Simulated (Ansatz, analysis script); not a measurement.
# Magnetovolume effects in a free-standing triangular Ni monolayer, spacing 2.356 Å, part 2 of 2

Aim: follow the moments and energy of a free-standing triangular Ni monolayer, spacing 2.356 Å as the cell is scaled, from three starts.

Ansatz 0.2.0; PBE, PAW set soft_1.

So far, largest spin moment in the atom's sphere (μB): step 2 (the collinear state) 0.842; step 4 (factor 0.8, typed moments) 0.594; step 5 (factor 0.8, starting moments cut to 30 %) 0.594; step 6 (factor 0.94, typed moments) 0.863.

## Step 7: Factor 1.07, typed moments

Level of this step: Ansatz DFT, collinear, cell scaled along its periodic directions; PBE, PAW set soft_1; PAW set soft_1 (Ansatz).

File input.yaml:

```yaml
crystal:
  lattice:
    - [2.43706535, 0.0, 0.0]
    - [-1.21853267, 2.11056066, 0.0]
    - [0.0, 0.0, 14.0]
  atoms:
    - { symbol: Ni, position: [0.0, 0.0, 0.5], spin: 1.0 }
magnetization:
  spin_polarized: true
kpoints:
  mp_grid: { grid: [28, 28, 1] }
hamiltonian:
  xc: pbe
  pseudopotentials: { kind: paw, azcp: { folder: soft_1 } }
scf:
  occupations: { method: fermi_dirac, width: 0.05 }
  max_iter: 120
  convergence: { dr2_threshold: 1.0e-08 }
  lower_state_search: "off"
basis:
  ecutwfc: 420.0
output:
  stress: true
```

The run is started by

```
> ansatz run input.yaml --threads 1 --pin off --max-ram 2560MiB --backend cpu --events-out ev --progress --plain --runs-dir out
```

Numbers of over 12 decimals in the logs are rounded to 6 here.

Output:

```text
[...]
Crystal: 1 atoms, lattice volume = 72.010 Å³
Basis set: ecut = 420 eV, 1373 PW (Γ)
Bands: 14, of which v1, the nominal top of the filled ones, is band 9 counted from 1 (8 counted from 0)
Symmetry: 24 space group operations
[...]
k-points: 80 of 784
[...]
Internal energy: -5838.497568 eV  (E = F + TS)
E sigma→0 (E₀):  -5838.505678 eV
Entropy (-TS):   -0.016220 eV (-16.220 meV/atom)
Fermi energy:    -1.809261 eV
[...]
--- Stress (GPa, compression-positive) ---
       -2.761546      -0.000000       0.000000
        0.000000      -2.761546       0.000000
        0.000000       0.000000      -0.000536
  P = ⅓ Tr σ = -1.8412 GPa (-18.412 kbar)
[key lines of the parts left out:]
SCF converged after 14 iterations
Magnetization: 0.8441 μB (9.4221 up, 8.5779 down)
Free energy (F): -5838.513788 eV
```

The job ended after 8 s (1 thread of Intel Xeon Platinum 8488C (Sapphire Rapids), shared host; peak memory 0.44 GiB).

It ends ferromagnetic, with 0.914 μB on the largest site.

Between step 4 and this run (scale 1.07) the value for the largest spin moment in the atom's sphere moves from 0.594 μB to 0.914 μB (+54 %).

## Step 8: Factor 1.25, typed moments

input.yaml: that of step 7 with these lines changed.

```diff
@@ -2,4 +2,4 @@
   lattice:
-    - [2.43706535, 0.0, 0.0]
-    - [-1.21853267, 2.11056066, 0.0]
+    - [2.63408808, 0.0, 0.0]
+    - [-1.31704404, 2.28118736, 0.0]
     - [0.0, 0.0, 14.0]
```

Output:

```text
[...]
Crystal: 1 atoms, lattice volume = 84.124 Å³
Basis set: ecut = 420 eV, 1661 PW (Γ)
Bands: 14, of which v1, the nominal top of the filled ones, is band 9 counted from 1 (8 counted from 0)
Symmetry: 24 space group operations
[...]
k-points: 80 of 784
[...]
Internal energy: -5838.151221 eV  (E = F + TS)
E sigma→0 (E₀):  -5838.162640 eV
Entropy (-TS):   -0.022836 eV (-22.836 meV/atom)
Fermi energy:    -2.143245 eV
[...]
--- Stress (GPa, compression-positive) ---
       -5.514176       0.000000       0.000000
        0.000000      -5.514176       0.000000
        0.000000       0.000000      -0.000392
  P = ⅓ Tr σ = -3.6762 GPa (-36.762 kbar)
[key lines of the parts left out:]
SCF converged after 19 iterations
Magnetization: 0.8849 μB (9.4425 up, 8.5575 down)
Free energy (F): -5838.174058 eV
```

Elapsed: 12 s, on 1 thread; peak memory 0.46 GiB.

It ends ferromagnetic, with 0.955 μB on the largest site.

For the largest spin moment in the atom's sphere, step 4 gave 0.594 μB; this run, with scale 1.25, gives 0.955 μB (+61 %).

## Step 9: Factor 1.36, no spin

input.yaml, the sections that differ from step 8:

```yaml
crystal:
  lattice:
    - [2.74754453, 0.0, 0.0]
    - [-1.37377227, 2.37944354, 0.0]
    - [0.0, 0.0, 14.0]
  atoms:
    - { symbol: Ni, position: [0.0, 0.0, 0.5] }
scf:
  occupations: { method: fermi_dirac, width: 0.05 }
  max_iter: 120
  convergence: { dr2_threshold: 1.0e-08 }
# kpoints, hamiltonian, basis, output: as in step 8
# magnetization: removed
```

Output:

```text
[...]
Crystal: 1 atoms, lattice volume = 91.527 Å³
Basis set: ecut = 420 eV, 1793 PW (Γ)
Bands: 13, of which v1, the nominal top of the filled ones, is band 9 counted from 1 (8 counted from 0)
Symmetry: 24 space group operations
[...]
k-points: 80 of 784
[...]
SCF iter   1: F=—  HF=-5838.734957 eV  |F-HF|=—  |Δ(HF+E_count)|=         —  Δρ=1.01e-1  dr2=6.70e0  ethr=3.10e-3  ⟨swp⟩=5.5  Hψ=6036  notcnv=0
[...]
SCF iter  10: F=-5837.755908 eV  HF=-5837.755908 eV  |F-HF|=1.88e-8  |Δ(HF+E_count)|=   4.06e-7  Δρ=2.14e-6  dr2=3.63e-9  ethr=5.56e-11  ⟨swp⟩=4.0  Hψ=4451  notcnv=0
SCF 1 converged in 10 iterations: F = -5837.755908 eV  dr2 = 3.63e-9
[...]
SCF converged after 10 iterations
Free energy (F): -5837.755908 eV
[...]
Internal energy: -5837.694059 eV  (E = F + TS)
E sigma→0 (E₀):  -5837.724983 eV
Entropy (-TS):   -0.061849 eV (-61.849 meV/atom)
Fermi energy:    -2.545770 eV
[...]
--- Stress (GPa, compression-positive) ---
       -6.041135      -0.000000       0.000000
       -0.000000      -6.041135       0.000000
        0.000000       0.000000      -0.000390
  P = ⅓ Tr σ = -4.0276 GPa (-40.276 kbar)
```

It took 4.3 s on 1 thread; peak memory 0.43 GiB.

This is the reference without moments at this size.

The other 18 runs of this kind were made alike; their results stand in the table below.

## Step 10: Another try

A test of how the program answers to a changed input.

input.yaml, the sections that differ from step 9:

```yaml
crystal:
  lattice:
    - [2.10727046, 0.0, 0.0]
    - [-1.05363523, 1.82494989, 0.0]
    - [0.0, 0.0, 14.0]
  atoms:
    - { symbol: Ni, position: [0.0, 0.0, 0.5], spin: 1.0 }
magnetization:
  spin_polarized: true
  magnetic_field: [0, 0, 300]
scf:
  occupations: { method: fermi_dirac, width: 0.05 }
  max_iter: 50
  convergence: { dr2_threshold: 1.0e-08 }
  lower_state_search: "off"
# kpoints, hamiltonian, basis, output: as in step 9
```

The run is started by

```
> ansatz run input.yaml --threads 2 --pin off --max-ram 5120MiB --backend cpu --events-out ev --progress --plain --runs-dir out
```

Output:

```text
Error: inconsistent input (magnetization.magnetic_field, magnetization.spin_polarized): is a list, and a spin_polarized run has one axis for its moments and the field — type the one component along it in T, or set noncollinear: true in place of spin_polarized: true
```

Elapsed: 0.03 s, on 2 threads; peak memory 0.042 GiB.

The program refused the input before any cycle.

The program's message: “Error: inconsistent input (magnetization.magnetic_field, magnetization.spin_polarized): is a list, and a spin_polarized run has one axis for its moments and the field — type the one component along it …”

The change that led to it: magnetization = {"magnetic_field": [0, 0, 300]}.

## Step 11: The curves

```tsv
factor	E typed (meV/atom)	E small	E no spin	largest moment, typed (μB)	small	state, typed	state, small
0.8	656.9	656.9	685.4	0.59	0.59	ferromagnetic	ferromagnetic
0.87	228.4	228.4	276.8	0.70	0.70	ferromagnetic	ferromagnetic
0.94	40.4	40.4	112.3	0.86	0.86	ferromagnetic	ferromagnetic
1	0.0	0.0	92.2	0.90	0.90	ferromagnetic	ferromagnetic
1.07	44.9	44.9	156.1	0.91	0.91	ferromagnetic	ferromagnetic
1.15	170.4	170.4	297.6	0.92	0.92	ferromagnetic	ferromagnetic
1.25	384.7	384.7	526.5	0.96	0.96	ferromagnetic	ferromagnetic
1.36	647.9	647.9	802.8	1.01	1.01	ferromagnetic	ferromagnetic
```

## Step 12: Summary of results

```yaml
lowest_run: factor 1, typed moments
largest_moment_typed_start: 0.594 μB at 0.8 to 1.01 μB at 1.36
gain_by_magnetism: 28.6 to 154.9 meV/atom
```

In words: From a factor of 0.8 to 1.36 the largest moment goes from 0.59 to 1.01 μB. The moment grows with the cell, as narrower bands favour. Site moments are taken in spheres that grow with the cell. Both magnetic starts, which share one pattern of signs, end on one state at every size; other orders were not tried. The cell's shape and the atoms were not relaxed. The 24 scaled-cell runs took 2.8 min of wall time, added up.

[Logs and program files are shortened in this print: banners, set-up blocks, solver, clock and traceback lines can be left out without a mark of their own.]

[Logs are printed without paths, hosts, clocks, repeated set-up lines and the standing remarks that a program may print on its own settings, such as how far it seeks lower states.]

[Hosts, paths, dates, database ids (printed as entryN), source tags and the programs' standing remarks are cut or masked in the printed files.]

[Where the input sets lower_state_search to off, the program did not look for lower states, so one may exist.]
